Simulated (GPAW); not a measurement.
Entries from a set of simulations; values are calculated unless marked as measured.

```json
{"subject": "A GW chain in GPAW: AlN (P6_3mc)", "lattice_ang": [[3.113, -0.0, 0.0], [-1.5565, 2.6959, 0.0], [0.0, 0.0, 4.981]], "atoms": [["Al", 0.3333, 0.6667, 0.0], ["Al", 0.6667, 0.3333, 0.5], ["N", 0.3333, 0.6667, 0.38], ["N", 0.6667, 0.3333, 0.88]], "method": "DFT, LDA, plane waves, PAW (and 1 further level or step)", "program": "GPAW 26.7.0", "settings_of_one_run": "cutoff 600 eV, GPAW PAW setups 1.2.1 data release, 6×6×4 k-mesh, nbands 104", "cost": "4 runs, 86 s in all on 8 MPI ranks of Intel Xeon Platinum 8559C (Emerald Rapids), shared host (the runs of this entry)", "notes": "The database entry behind the starting cell differs from later determinations by our own check (inner coordinate u about 0.002 short). The cell and positions come from the Crystallography Open Database and are kept as given unless a step says otherwise. Bands and cutoff are finite, so the gap is not at the basis limit. The miss can reach some tenths of an eV and take either sign; the mesh is an error of its own.", "results": {"lda_gap": "4.25 eV, direct", "g0w0_gap_on_the_mesh": "5.70 eV", "gw_settings": "6×6×4 mesh, 94 bands, screening to 100 eV, Godby-Needs plasmon pole", "known_limits": "not at the basis limit"}}
```

[Paths, hosts, dates, memory and timing lines, banners, echoed tables and standing remarks are left out of the program output.]

[Logs are printed without paths, hosts, clocks, repeated set-up lines and the standing remarks that a program may print on its own settings, such as how far it seeks lower states.]

[Runs of the session that timed out or met a known fault of the program may be left out.]

[Hosts, paths, dates, database ids (printed as entryN), source tags and the programs' standing remarks are cut or masked in the printed files.]
